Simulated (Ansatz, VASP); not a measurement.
# BN: VASP beside Ansatz

Contents of INCAR:

```
SYSTEM = BN
PREC     = Accurate       ! precision mode
ENCUT    = 520            ! plane-wave cutoff, eV
EDIFF    = 1E-7           ! SCF threshold, eV
ISMEAR   = 0              ! smearing method
SIGMA    = 0.05           ! smearing width, eV
LREAL    = .False.        ! projectors in reciprocal space
LASPH    = .True.         ! aspherical terms in the spheres
NELM     = 100            ! most SCF steps
ALGO     = Normal         ! electronic algorithm
ISIF     = 2              ! what is computed and relaxed
LWAVE    = .False.        ! write WAVECAR
LCHARG   = .False.        ! write CHGCAR
GGA      = PE             ! functional
NBANDS   = 11             ! bands
```

KPOINTS

```
regular mesh
0
Gamma
  12 12 12
  0 0 0
```

POSCAR

```
BN
1.0
    0.0000000000      1.8569476166      1.7905193488
    1.7905193488      0.0000000000      1.7905193488
    1.7905193488      1.8569476166      0.0000000000
B N
1 1
Direct
    0.0000000000      0.0000000000      0.0000000000
    0.7500000000      0.7500000000      0.7500000000
```

Input for Ansatz:

```yaml
crystal:
  lattice:
    - [0.0, 1.8569476166, 1.7905193488]
    - [1.7905193488, 0.0, 1.7905193488]
    - [1.7905193488, 1.8569476166, 0.0]
  atoms:
    - { symbol: B, position: [0.0, 0.0, 0.0] }
    - { symbol: "N", position: [0.75, 0.75, 0.75] }
basis:
  ecutwfc: 520.0
kpoints:
  mp_grid: { grid: [12, 12, 12] }
hamiltonian:
  xc: pbe
scf:
  occupations: { method: gaussian, width: 0.05 }
output:
  forces: true
  stress: true
  eigenvalues: true
```

Alike in both runs: task single point; functional PBE; k mesh 12 × 12 × 12; occupations gaussian, width 0.05 eV; no spin polarisation.

|  | VASP | Ansatz |
| --- | --- | --- |
| version | VASP 6.6.1 | Ansatz 0.2.0 |
| potentials or method | VASP PAW PBE potentials, release 64 (B, N) | scalar-relativistic, plane waves, PAW |
| plane-wave cutoff (eV) | 520 | 520 |
| valence electrons in the cell | 8 | 8 |

```tsv
	VASP	Ansatz	Ansatz less VASP
gap on the k mesh at the Fermi level (eV)	4.12	4.13	+0.011
least direct gap on the mesh (eV)	8.58	8.59	+0.010
pressure (GPa)	0.2	0.0	-0.20
largest component of the traceless stress (GPa)	15.59	15.58	-0.009
```

With one functional, cell and mesh, what is left measures potentials, basis and numerics.

A k mesh can miss the band edges.
